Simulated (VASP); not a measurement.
# BAs (F-43m) in VASP: a series of runs

Aim: see how the results for BAs move with the level of theory and the settings. Levels: r2SCAN, LDA, PBEsol. Tasks: relaxation of cell and atoms.

Program: VASP 6.6.1. These are calculated values, not measurements. Logs are shortened: lines on timing, memory, paths and dates and some standing lists are left out, and cuts for length are marked.

## (1) The crystal as given

The structure is cubic, space group F-43m (No. 216). The conventional cell has a = 4.777 Å, b = 4.777 Å, c = 4.777 Å, α = 90.00°, β = 90.00°, γ = 90.00°. Around B (site symmetry -43m) lie 4 As at 2.07 Å. Around As (site symmetry -43m) lie 4 B at 2.07 Å.

## (2) Relaxation of cell and atoms, r2SCAN

INCAR reads:

```
SYSTEM = BAs
  PREC = Accurate
  ENCUT = 600
  EDIFF = 1E-6
  ISMEAR = 0
  SIGMA = 0.03
  LREAL = .FALSE.
  LASPH = .TRUE.
  NELM = 80
  ALGO = Normal
  ISIF = 3
  LWAVE = .FALSE.
  LCHARG = .FALSE.
  METAGGA = R2SCAN
  LMIXTAU = .TRUE.
  IBRION = 2
  NSW = 90
  EDIFFG = -0.01
```

KPOINTS reads:

```
regular mesh
0
G
  10 10 10
  0 0 0
```

POSCAR reads:

```
BAs
1.0
    0.0000000000      2.3885000000      2.3885000000
    2.3885000000      0.0000000000      2.3885000000
    2.3885000000      2.3885000000      0.0000000000
B As
1 1
Direct
    0.0000000000      0.0000000000      0.0000000000
    0.2500000000      0.2500000000      0.2500000000
```

Potentials or basis: VASP PAW PBE potentials, release 64 (B, As).

The run is started by

```bash
$ cat potpaw_PBE.64/B/POTCAR potpaw_PBE.64/As/POTCAR > POTCAR
$ mpirun -np 1 vasp_std > vasp.out
```

OUTCAR:

```text
SYSTEM = BAs
   PREC = Accurate
   ENCUT = 600
   EDIFF = 1E-6
   ISMEAR = 0
   LREAL = .FALSE.
   LASPH = .TRUE.
   NELM = 80
   ISIF = 3
   METAGGA = R2SCAN
   IBRION = 2
   NSW = 90
   EDIFFG = -0.01

 ion  position               nearest neighbor table
   1  0.000  0.000  0.000-   2 2.07   2 2.07   2 2.07   2 2.07
   2  0.250  0.250  0.250-   1 2.07   1 2.07   1 2.07   1 2.07

  LATTYP: Found a face centered cubic cell.
 ALAT       =     4.7770000000

  Lattice vectors:

 A1 = (   0.0000000000,   2.3885000000,   2.3885000000)
 A2 = (   2.3885000000,   0.0000000000,   2.3885000000)
 A3 = (   2.3885000000,   2.3885000000,   0.0000000000)

Analysis of symmetry for initial positions (statically):
=====================================================================
 Subroutine PRICEL returns:
 Original cell was already a primitive cell.

 Routine SETGRP: Setting up the symmetry group for a
 face centered cubic supercell.

 Subroutine GETGRP returns: Found 24 space group operations
 (whereof 24 operations were pure point group operations)
 out of a pool of 48 trial point group operations.

The static configuration has the point symmetry T_d .

Analysis of symmetry for dynamics (positions and initial velocities):
=====================================================================
 Subroutine PRICEL returns:
 Original cell was already a primitive cell.

 Routine SETGRP: Setting up the symmetry group for a
 face centered cubic supercell.

 Subroutine GETGRP returns: Found 24 space group operations
 (whereof 24 operations were pure point group operations)
 out of a pool of 48 trial point group operations.

The dynamic configuration has the point symmetry T_d .

 Subroutine INISYM returns: Found 24 space group operations
 (whereof 24 operations are pure point group operations),
 and found     1 'primitive' translations

----------------------------------------------------------------------------------------

                                     Primitive cell

  volume of cell :      27.2525

  direct lattice vectors                    reciprocal lattice vectors
     0.000000000  2.388500000  2.388500000    -0.209336404  0.209336404  0.209336404
     2.388500000  0.000000000  2.388500000     0.209336404 -0.209336404  0.209336404
     2.388500000  2.388500000  0.000000000     0.209336404  0.209336404 -0.209336404

  length of vectors
     3.377849094  3.377849094  3.377849094     0.362581287  0.362581287  0.362581287

  position of ions in fractional coordinates (direct lattice)
     0.000000000  0.000000000  0.000000000
     0.250000000  0.250000000  0.250000000

  ion indices of the primitive-cell ions
   primitive index   ion index
                 1           1
                 2           2

----------------------------------------------------------------------------------------

 KPOINTS: regular mesh

Automatic generation of k-mesh.
 Grid dimensions read from file:
 generate k-points for:   10   10   10

 Generating k-lattice:

  Cartesian coordinates                     Fractional coordinates (reciprocal lattice)
    -0.020933640  0.020933640  0.020933640     0.100000000  0.000000000  0.000000000
     0.020933640 -0.020933640  0.020933640     0.000000000  0.100000000  0.000000000
     0.020933640  0.020933640 -0.020933640     0.000000000  0.000000000  0.100000000

  Length of vectors
     0.036258129  0.036258129  0.036258129

  Shift w.r.t. Gamma in fractional coordinates (k-lattice)
     0.000000000  0.000000000  0.000000000

 Subroutine IBZKPT returns following result:
 ===========================================

 Found     47 irreducible k-points:

 Following reciprocal coordinates:
            Coordinates               Weight
  0.000000  0.000000  0.000000      1.000000
  0.100000  0.000000  0.000000      8.000000
  0.200000  0.000000  0.000000      8.000000
  0.300000  0.000000  0.000000      8.000000
  0.400000  0.000000  0.000000      8.000000
  0.500000  0.000000  0.000000      4.000000
[... 16 lines left out ...]
  0.300000  0.300000  0.000000      6.000000
  0.400000  0.300000  0.000000     24.000000
 [... further k-points ...]
   k-points           NKPTS =     47   k-points in BZ     NKDIM =     47   number of bands    NBANDS=      8
   number of dos      NEDOS =    301   number of ions     NIONS =      2
   total plane-waves  NPLWV =  21952
   dimension x,y,z NGX =    28 NGY =   28 NGZ =   28
   dimension x,y,z NGXF=    56 NGYF=   56 NGZF=   56
   ions per type =               1   1
   NGX,Y,Z   is equivalent  to a cutoff of  13.78, 13.78, 13.78 a.u.
   NGXF,Y,Z  is equivalent  to a cutoff of  27.56, 27.56, 27.56 a.u.
 SYSTEM =  BAs
   PREC   = accura    normal or accurate (medium, high low for compatibility)
   ISTART =      0    job   : 0-new  1-cont  2-samecut
   ICHARG =      2    charge: 1-file 2-atom 10-const
   ISPIN  =      1    spin polarized calculation?
   LNONCOLLINEAR =      F non collinear calculations
   LSORBIT =      F    spin-orbit coupling
   LASPH  =      T    aspherical Exc in radial PAW
   ENCUT  =  600.0 eV  44.10 Ry    6.64 a.u.   6.75  6.75  6.75*2*pi/ulx,y,z
   NELM   =     80;   NELMIN=  2; NELMDL= -5     # of ELM steps
   EDIFF  = 0.1E-05   stopping-criterion for ELM
   LREAL  =      F    real-space projection
   EDIFFG = -.1E-01   stopping-criterion for IOM
   NSW    =     90    number of steps for IOM
   IBRION =      2    ionic relax: 0-MD 1-quasi-New 2-CG
   NFREE  =      1    steps in history (QN), initial steepest desc. (CG)
   ISIF   =      3    stress and relaxation
   ISYM   =      2    0-nonsym 1-usesym 2-fastsym
   POTIM  = 0.5000    time-step for ionic-motion
   TEBEG  =    0.0;   TEEND  =   0.0 temperature during run
   PSTRESS=    0.0 pullay stress
   NELECT =       8.0000    total number of electrons
   NUPDOWN=      -1.0000    fix difference up-down
   EMIN   =  10.00;   EMAX   =-10.00  energy-range for DOS
   EFERMI =   0.00;   METHOD = LEGACY
   ISMEAR =     0;   SIGMA  =   0.03  broadening in eV -4-tet -1-fermi 0-gaus
   EFERMI_NEDOS =   21; number of points for ismear=-14 and -15
   IALGO  =     38    algorithm
   IMIX   =      4    mixing-type and parameters
     AMIX     =   0.40;   BMIX     =  1.00
     AMIX_MAG =   1.60;   BMIX_MAG =  1.00
  volume/ion in A,a.u.               =      13.63        91.95
  Fermi-wavevector in a.u.,A,eV,Ry     =   1.088018  2.056057 16.106360  1.183784
  Thomas-Fermi vector in A             =   2.224191
   LORBIT       =      0    0 simple, 1 ext, 2 COOP (PROOUT), +10 PAW based schemes
   METAGGA = R2SCAN    functional components
   LHFCALC =     F    Hartree Fock is set to
   AEXX    =    0.0000 exact exchange contribution
   IVDW    =     0    specifies the selected vdW correction
   LEPSILON=     F    determine dielectric tensor
   LRPA    =     F    only Hartree local field effects (RPA)
 conjugate gradient relaxation of ions
 non-spin polarized calculation
 Gauss-broadening in eV      SIGMA  =   0.03
  energy-cutoff  :      600.00
  volume of cell :       27.25
 maximum number of plane-waves:       941
   NGX = 13   NGY = 13   NGZ = 13

--------------------------------------- Ionic step        1  -------------------------------------------

 number of electron       8.0000000 magnetization

 Free energy of the ion-electron system (eV)
  ---------------------------------------------------
  ext. energy  EPLUGINS =         0.00000000
  ---------------------------------------------------
  free energy    TOTEN  =       -22.25708736 eV

  energy without entropy =      -22.25708736  energy(sigma->0) =      -22.25708736

------------------------ aborting loop because EDIFF is reached ----------------------------------------

  FORCE on cell =-STRESS in cart. coord.  units (eV):
  Direction    XX          YY          ZZ          XY          YZ          ZX
  --------------------------------------------------------------------------------------
  -------------------------------------------------------------------------------------
  Total        0.1458575      0.1458575      0.1458575      0.0000000      0.0000000     -0.0000000
  in kB        8.5749887      8.5749887      8.5749887      0.0000000      0.0000000     -0.0000000
  external PRESSURE =       8.5749887 kB  Pullay stress =       0.0000000 kB

 VOLUME and BASIS-vectors are now :
 -----------------------------------------------------------------------------
  energy-cutoff  :      600.00
  volume of cell :       27.25
      direct lattice vectors                 reciprocal lattice vectors
     0.000000000  2.388500000  2.388500000    -0.209336404  0.209336404  0.209336404
     2.388500000  0.000000000  2.388500000     0.209336404 -0.209336404  0.209336404
     2.388500000  2.388500000  0.000000000     0.209336404  0.209336404 -0.209336404
[... 37 lines left out ...]
 POSITION                                       TOTAL-FORCE (eV/Angst)
 -----------------------------------------------------------------------------------
      4.79381      4.79381      4.79381        -0.000000      0.000000      0.000000
      1.19845      1.19845      1.19845         0.000000     -0.000000     -0.000000
 -----------------------------------------------------------------------------------
    total drift:                               -0.000000     -0.000000     -0.000000

  FREE ENERGIE OF THE ION-ELECTRON SYSTEM (eV)
  ---------------------------------------------------
  free  energy   TOTEN  =       -22.2572510600 eV

  energy  without entropy=      -22.2572510600  energy(sigma->0) =      -22.25725106

--------------------------------------- Ionic step        3  -------------------------------------------

 number of electron       8.0000000 magnetization

 Free energy of the ion-electron system (eV)
  ---------------------------------------------------
  ext. energy  EPLUGINS =         0.00000000
  ---------------------------------------------------
  free energy    TOTEN  =       -22.25751222 eV

  energy without entropy =      -22.25751222  energy(sigma->0) =      -22.25751222

 E-fermi :   6.1306     XC(G=0): -11.1067

 val. band max:        5.9576821020   @ k =   0.0000   0.0000   0.0000
 cond. band min:       7.3345629339   @ k =   0.4000   0.4000   0.0000
 fundamental gap:      1.3768808318
 Fermi energy:         6.1306064488

 k-point     1 :       0.0000    0.0000    0.0000
  band No.  band energies     occupation
      1     -10.1444      2.00000
      2       5.9577      2.00000
      3       5.9577      2.00000
      4       5.9577      2.00000
      5       9.3967      0.00000
      6       9.3967      0.00000
      7       9.3967      0.00000
      8      11.0320      0.00000

 k-point     2 :       0.1000    0.0000    0.0000
  band No.  band energies     occupation
      1      -9.9728      2.00000
      2       4.4919      2.00000
      3       5.6382      2.00000
      4       5.6382      2.00000
      5       9.6184      0.00000
      6       9.8181      0.00000
      7       9.8181      0.00000
      8      11.9209      0.00000
[... 221 lines left out ...]
 k-point    23 :       0.3000    0.3000    0.0000
  band No.  band energies     occupation
      1      -8.1384      2.00000
      2       0.4577      2.00000
      3       2.6066      2.00000
      4       2.6066      2.00000
      5       7.5497      0.00000
      6       9.9424      0.00000
      7      14.9094      0.00000
      8      14.9094      0.00000

 k-point    24 :       0.4000    0.3000    0.0000
  band No.  band energies     occupation
      1      -7.3731      2.00000
      2      -0.8555      2.00000
      3       1.7992      2.00000
      4       2.2951      2.00000
      5       7.8674      0.00000
      6       9.6659      0.00000
      7      15.3305      0.00000
      8      15.5634      0.00000

 [... further k-points ...]
[... 5 lines left out ...]
  --------------------------------------------------------------------------------------
  -------------------------------------------------------------------------------------
  Total        0.0022660      0.0022660      0.0022660     -0.0000000      0.0000000      0.0000000
  in kB        0.1324390      0.1324390      0.1324390     -0.0000000      0.0000000      0.0000000
  external PRESSURE =       0.1324390 kB  Pullay stress =       0.0000000 kB

 VOLUME and BASIS-vectors are now :
 -----------------------------------------------------------------------------
  energy-cutoff  :      600.00
  volume of cell :       27.41
      direct lattice vectors                 reciprocal lattice vectors
     0.000000000  2.393178507  2.393178507    -0.208927165  0.208927165  0.208927165
     2.393178507  0.000000000  2.393178507     0.208927165 -0.208927165  0.208927165
     2.393178507  2.393178507  0.000000000     0.208927165  0.208927165 -0.208927165

 POSITION                                       TOTAL-FORCE (eV/Angst)
 -----------------------------------------------------------------------------------
      0.00000      0.00000      0.00000         0.000000     -0.000000     -0.000000
      1.19659      1.19659      1.19659        -0.000000      0.000000      0.000000
 -----------------------------------------------------------------------------------
    total drift:                               -0.000000     -0.000000     -0.000000

  FREE ENERGIE OF THE ION-ELECTRON SYSTEM (eV)
  ---------------------------------------------------
  free  energy   TOTEN  =       -22.2575122160 eV

  energy  without entropy=      -22.2575122160  energy(sigma->0) =      -22.25751222

 reached required accuracy - stopping structural energy minimisation
```

It took 87 s on 1 thread of Intel Xeon 6975P-C (Granite Rapids), shared host; peak memory 0.17 GiB.

What came out:

| Quantity | Value |
| --- | --- |
| Free energy | -22.2575 eV |
| Relaxed volume | 13.71 Å³/atom |
| Relaxed cell | a = 3.384 Å, b = 3.384 Å, c = 3.384 Å, α = 60.00°, β = 60.00°, γ = 60.00° |
| Space group after relaxing (to 0.05 Å) | F-43m (No. 216) |
| Energy gained by relaxing | 0.2 meV/atom |
| Ionic steps | 3 |
| Pressure after relaxing | 0.0 GPa |
| Band gap on the k mesh | 1.38 eV, indirect (least direct gap 3.44 eV) |

The path:
```csv
step,energy change (eV),largest force (eV/Å),pressure (GPa),volume (Å³)
1,0.0000,0.0000,0.86,27.25
2,-0.0002,0.0000,-0.65,27.54
3,-0.0004,0.0000,0.01,27.41
```

Final structure:
```cif
data_structure
_symmetry_space_group_name_H-M 'P 1'
_symmetry_Int_Tables_number 1
_cell_length_a 3.3845
_cell_length_b 3.3845
_cell_length_c 3.3845
_cell_angle_alpha 60.000
_cell_angle_beta 60.000
_cell_angle_gamma 60.000
_cell_volume 27.41
loop_
_atom_site_label
_atom_site_type_symbol
_atom_site_fract_x
_atom_site_fract_y
_atom_site_fract_z
_atom_site_occupancy
B1 B 0.00000 0.00000 0.00000 1
As1 As 0.25000 0.25000 0.25000 1
```

Levels at points of the mesh, in eV from the valence-band top:
| k point | band 2 | band 3 | band 4 | band 5 | band 6 | band 7 |
| --- | --- | --- | --- | --- | --- | --- |
| (0.00, 0.00, 0.00) | 0.00 | 0.00 | 0.00 | 3.44 | 3.44 | 3.44 |
| (0.50, 0.00, 0.00) | -9.20 | -1.93 | -1.93 | 2.94 | 5.05 | 5.05 |
| (0.50, 0.50, 0.00) | -9.03 | -4.28 | -4.28 | 1.62 | 1.70 | 12.10 |

Caveat: the PAW data sets were made with another functional, which shifts forces and pressure a little.

## (3) Relaxation of cell and atoms, r2SCAN

This run uses another cell than the first one, of 13.71 Å³/atom, 1.006 times its volume.

Changes to INCAR since step 2:

```diff
@@ -3,3 +3,3 @@
   ENCUT = 600
-  EDIFF = 1E-6
+  EDIFF = 1E-7
   ISMEAR = 0
@@ -17,2 +17,2 @@
   NSW = 90
-  EDIFFG = -0.01
+  EDIFFG = -0.005
```

KPOINTS is that of step 2.

POSCAR reads:

```
BAs                                     
1.0
    0.0000000000      2.3931785067      2.3931785067
    2.3931785067      0.0000000000      2.3931785067
    2.3931785067      2.3931785067      0.0000000000
  B               As            
     1     1
Direct
     0.0000000000000000    0.0000000000000000    0.0000000000000000
     0.2500000000000000    0.2500000000000000    0.2500000000000000
```

Potentials or basis: VASP PAW PBE potentials, release 64 (B, As).

The run is started by

```bash
$ cat potpaw_PBE.64/B/POTCAR potpaw_PBE.64/As/POTCAR > POTCAR
$ mpirun -np 1 vasp_std > vasp.out
```

Run time: 47 s. Hardware: 1 thread of Intel Xeon 6975P-C (Granite Rapids), shared host; peak memory 0.17 GiB.

Results (log left out):

```
Free energy             : -22.2576 eV
Pressure after relaxing : 0.0 GPa
Band gap on the k mesh  : 1.38 eV, indirect (least direct gap 3.44 eV)
```

Final structure:
```
CELL_PARAMETERS angstrom
0.00000 2.39318 2.39318
2.39318 0.00000 2.39318
2.39318 2.39318 0.00000
ATOMIC_POSITIONS crystal
B 0.00000 0.00000 0.00000
As 0.25000 0.25000 0.25000
```

Levels at points of the mesh, in eV from the valence-band top:
| k point | band 2 | band 3 | band 4 | band 5 | band 6 | band 7 |
| --- | --- | --- | --- | --- | --- | --- |
| (0.00, 0.00, 0.00) | 0.00 | 0.00 | 0.00 | 3.44 | 3.44 | 3.44 |
| (0.50, 0.00, 0.00) | -9.20 | -1.93 | -1.93 | 2.94 | 5.05 | 5.05 |
| (0.50, 0.50, 0.00) | -9.03 | -4.28 | -4.28 | 1.62 | 1.70 | 12.10 |

Caveat: the relaxation stopped at its first step, so nothing moved; the PAW data sets were made with another functional, which shifts forces and pressure a little.

(Part 1 of 2 ends here.)
